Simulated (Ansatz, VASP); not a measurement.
# Cross-check of AlCo between VASP and Ansatz, part 2 of 2

One calculation is typed for both programs; each brings its own data sets. How far apart do they land? The structure shown is the end of the Ansatz relaxation below.

VASP 6.6.1 and Ansatz 0.2.0.

So far: The structure; Ansatz: relaxation, PBEsol; VASP: single point, PBEsol, pair 1; Comparison; VASP: single point, PBEsol, pair 2.

## Step 6: VASP: single point, PBEsol, pair 2 (continued)

Level of this step: PBEsol, no spin polarisation; plane waves and PAW (Co, Al) (VASP).

Numbers of over 12 decimals in the logs are rounded to 6 here.

From OUTCAR (step 6):

```text
  Total       -0.9282139     -0.9282139      0.0154119      0.0000000     -0.0000000      0.0000000
  in kB      -64.5185367    -64.5185367      1.0712513      0.0000000     -0.0000000      0.0000000
  external PRESSURE =     -42.6552741 kB  Pullay stress =       0.0000000 kB

 POSITION                                       TOTAL-FORCE (eV/Angst)
 -----------------------------------------------------------------------------------
      1.43948      1.43948      1.39051         0.000000      0.000000      0.000000
      0.00000      0.00000      0.00000         0.000000      0.000000      0.000000
 -----------------------------------------------------------------------------------
    total drift:                                0.000000     -0.000000     -0.000000

  FREE ENERGIE OF THE ION-ELECTRON SYSTEM (eV)
  ---------------------------------------------------
  free  energy   TOTEN  =       -13.0663264301 eV

  energy  without entropy=      -13.0582945006  energy(sigma->0) =      -13.06231047

[... 1 part as in an earlier step ...]

[... 2 further parts left out ...]
[key lines of the parts left out:]
E-fermi :  10.4688
```

The run ends at a pressure of -4.27 GPa.

## Step 7: Side by side

What differs besides the data sets and the points named for the pairs above, as far as they apply: the data sets hold 20 valence electrons in Ansatz (on its PAW soft_1 files) and 12 in VASP. Total energies have different zeros and are not compared.

Compared:

```
      quantity  Ansatz   VASP  difference
pressure (GPa)   -4.37  -4.27       -0.11
```

## Step 8: Ansatz: relaxation, PBEsol

This run makes the geometry at which the two programs are then compared. The cell compared in this pair holds 22.76 Å³, against 23.05 Å³ for the pair before.

The structure compared here is the end of the Ansatz relaxation.

input.yaml

```yaml
crystal:
  lattice:
    - [2.85072702, 0.0, 0.0]
    - [0.0, 2.85072702, 0.0]
    - [0.0, 0.0, 2.805566988]
  atoms:
    - { symbol: Co, position: [0.5, 0.5, 0.5] }
    - { symbol: Al, position: [0.0, 0.0, 0.0] }
kpoints:
  mp_grid: { grid: [15, 15, 15] }
scf:
  occupations: { method: fermi_dirac, width: 0.05 }
hamiltonian:
  xc: pbesol
  pseudopotentials: { kind: paw, azcp: { folder: soft_1 }, xc_functional: pbe }
basis:
  ecutwfc: 600
output:
  forces: true
  stress: true
relax:
  f_tol: 0.005
  max_steps: 70
  cell: { stress_tol: 0.02, p_target: 0, fix: [a, b, alpha, beta, gamma] }
```

Started as:

```
ansatz run input.yaml --threads 4 --pin off --max-ram 10240MiB --backend cpu --events-out ev --progress --plain --runs-dir out
```

What it wrote:

```text
[...]
Crystal: 2 atoms, lattice volume = 22.800 Å³
Basis set: ecut = 600 eV, 743 PW (Γ), exchange–correlation on 48×48×48 points (8 copies of the dense FFT grid, shifted against one another)
Bands: 14, of which v1, the nominal top of the filled ones, is band 10 counted from 1 (9 counted from 0)
Symmetry: 16 space group operations
[...]
k-points: 288 of 3375
[...]
-3.345310       0.000000       0.000000
        0.000000      -3.345310       0.000000
        0.000000       0.000000       0.001753
  P = ⅓ Tr σ = -2.2296 GPa (-22.296 kbar)
--- Relaxed structure (3 steps of the walk, 3 accepted, 1 SCFs on fresh bases) ---
[...]
cell:  # Å, volume = 22.7591 Å³
    - [2.85072702, 0.0, 0.0]
    - [0.0, 2.85072702, 0.0]
    - [0.0, 0.0, 2.800552]
  atoms:
    - { symbol: Co, position: [0.5, 0.5, 0.5] }
    - { symbol: Al, position: [0, 0, 0.0] }
[key lines of the parts left out:]
SCF converged after 7 iterations
Free energy (F): -5618.779789 eV
Fermi energy:    14.616574 eV
```

## Step 9: VASP: single point, PBEsol, pair 3

The same cell, functional, mesh and smearing now go to VASP, with its own data sets.

INCAR

```
SYSTEM = AlCo
PREC = Accurate
ENCUT = 600
EDIFF = 1E-06
NELM = 120
ISMEAR = -1
SIGMA = 0.05
LREAL = .FALSE.
ALGO = Normal
GGA = PS
NBANDS = 12
LASPH = .TRUE.
LORBIT = 11
LWAVE = .FALSE.
LCHARG = .FALSE.
ISIF = 2
GGA_COMPAT = .FALSE.
KPAR = 2
```

POSCAR

```
AlCo
1.0
    2.8507270200      0.0000000000      0.0000000000
    0.0000000000      2.8507270200      0.0000000000
    0.0000000000      0.0000000000      2.8005524156
Co Al
1 1
Direct
    0.5000000000      0.5000000000      0.5000000000
    0.0000000000      0.0000000000      0.0000000000
```

KPOINTS

```
Automatic mesh
0
Gamma
15 15 15
0 0 0
```

The projector-augmented-wave data sets are Co and Al (PBE family, release 64).

Started as:

```
mpirun -np 2 vasp_std
```

What it wrote:

```text
[... set-up lines as in an earlier step ...]
 entering main loop
       N       E                     dE             d eps       ncg     rms          rms(c)
DAV:   1     0.391156344590E+02    0.39116E+02   -0.58232E+03  6976   0.119E+03
DAV:   2    -0.132240667948E+02   -0.52340E+02   -0.48045E+02  7060   0.191E+02
DAV:   3    -0.149663048359E+02   -0.17422E+01   -0.17237E+01  8340   0.410E+01
DAV:   4    -0.149937682467E+02   -0.27463E-01   -0.27453E-01  7892   0.461E+00
[...]
DAV:  10    -0.130801175062E+02    0.53464E-03   -0.48946E-04  8028   0.181E-01    0.143E-01
DAV:  11    -0.130800961416E+02    0.21365E-04   -0.24037E-05  8748   0.473E-02    0.112E-02
DAV:  12    -0.130800956528E+02    0.48883E-06   -0.74370E-07  5948   0.689E-03
   1 F= -.13080096E+02 E0= -.13076550E+02  d E =-.709194E-02
```

From OUTCAR (step 9):

```text
  Total       -0.4588657     -0.4588657      0.0157586      0.0000000      0.0000000      0.0000000
  in kB      -32.3028781    -32.3028781      1.1093608      0.0000000      0.0000000      0.0000000
  external PRESSURE =     -21.1654652 kB  Pullay stress =       0.0000000 kB

 POSITION                                       TOTAL-FORCE (eV/Angst)
 -----------------------------------------------------------------------------------
      1.42536      1.42536      1.40028         0.000000      0.000000      0.000000
      0.00000      0.00000      0.00000         0.000000      0.000000      0.000000
 -----------------------------------------------------------------------------------
    total drift:                                0.000000     -0.000000     -0.000000

  FREE ENERGIE OF THE ION-ELECTRON SYSTEM (eV)
  ---------------------------------------------------
  free  energy   TOTEN  =       -13.0800956528 eV

  energy  without entropy=      -13.0730037094  energy(sigma->0) =      -13.07654968

[... 1 part as in an earlier step ...]

[... 2 further parts left out ...]
[key lines of the parts left out:]
E-fermi :  10.6555
```

The run ends at a pressure of -2.12 GPa.

## Step 10: Comparison

What differs besides the data sets and the points named for the pairs above, as far as they apply: the data sets hold 20 valence electrons in Ansatz (on its PAW soft_1 files) and 12 in VASP. Total energies have different zeros and are not compared.

Both answers:

```
      quantity  Ansatz   VASP  difference
pressure (GPa)   -2.23  -2.12       -0.11
```

## Step 11: What came out

| Property | Result |
| --- | --- |
| difference in pressure (single point, PBEsol, pair 1) | -0.12 GPa |
| difference in pressure (single point, PBEsol, pair 2) | -0.11 GPa |
| difference in pressure (single point, PBEsol, pair 3) | -0.11 GPa |

What this shows: The difference in pressure is -0.12 GPa (single point, PBEsol, pair 1), within the 1 GPa picked in this series as the mark of a large difference. The data sets hold unlike numbers of valence electrons (20 in Ansatz and 12 in VASP), so part of the differences comes from the potentials. 3 further runs of this series are not shown here. Such differences can come from data sets, numerical settings and the points named under the comparisons, not from the functional's error against experiment.

[Lines on the potential files, build, host, timing and source positions are cut from VASP's logs without a mark.]

[Logs are printed without paths, hosts, clocks, repeated set-up lines and the standing remarks that a program may print on its own settings, such as how far it seeks lower states.]

[Hosts, paths, dates, database ids (printed as entryN), source tags and the programs' standing remarks are cut or masked in the printed files.]
